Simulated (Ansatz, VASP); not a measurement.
# Two plane-wave programs on Si

Contents of INCAR:

```
SYSTEM = Si
PREC = Accurate
ENCUT = 520
EDIFF = 1E-6
ISMEAR = 0
SIGMA = 0.05
LREAL = .False.
LASPH = .True.
NELM = 100
ALGO = Fast
ISIF = 2
LWAVE = .False.
LCHARG = .False.
GGA = CA
NBANDS = 11
```

Contents of KPOINTS:

```
Automatic mesh
0
Gamma
  12 12 12
  0 0 0
```

Contents of POSCAR:

```
Si
1.0
    0.0000000000      2.7009735863      2.7009735863
    2.7009735863      0.0000000000      2.7009735863
    2.7009735863      2.7009735863      0.0000000000
Si
2
Direct
    0.5088856848      0.4911143152      0.4866714728
    0.7411143152      0.7588856848      0.7633285272
```

Input for Ansatz:

```yaml
crystal:
  lattice:
    - [0.0, 2.7009735863, 2.7009735863]
    - [2.7009735863, 0.0, 2.7009735863]
    - [2.7009735863, 2.7009735863, 0.0]
  atoms:
    - { symbol: Si, position: [0.5088856848, 0.4911143152, 0.4866714728] }
    - { symbol: Si, position: [0.7411143152, 0.7588856848, 0.7633285272] }
basis:
  ecutwfc: 420
kpoints:
  mp_grid: { grid: [12, 12, 12] }
hamiltonian:
  xc: lda
scf:
  occupations: { method: gaussian, width: 0.05 }
output:
  forces: true
  stress: true
  eigenvalues: true
```

Change from the starting cell: mode 4 frozen in at -0.060 Å and mode 5 at -0.012 Å (largest displacements).

Alike in both runs: task single point; functional LDA; k mesh 12 × 12 × 12; occupations gaussian, width 0.05 eV; no spin polarisation.

|  | VASP | Ansatz |
| --- | --- | --- |
| version | VASP 6.6.1 | Ansatz 0.2.0 |
| potentials or method | VASP PAW LDA potentials, release 64 (Si) | scalar-relativistic, plane waves, PAW |
| plane-wave cutoff (eV) | 520 | 420 |
| valence electrons in the cell | 8 | 8 |

Ansatz gave:

- gap on the k mesh at the Fermi level (eV): none
- pressure (GPa): 0.5
- largest component of the traceless stress (GPa): 5.04
- rms of the force components (eV/Å): 0.930

**Question.** What did VASP give for the same quantities?

**Answer.** gap on the k mesh at the Fermi level (eV): none; pressure (GPa): 0.6; largest component of the traceless stress (GPa): 5.05; rms of the force components (eV/Å): 0.930.

Atom by atom the forces differ by 0.000 eV/Å (rms over components). A gap of «none» marks a metal or a gap that the smearing closes.

Caveats: forces of over 1 eV/Å show positions far from the minimum, so gaps and moduli don't describe the material at rest.
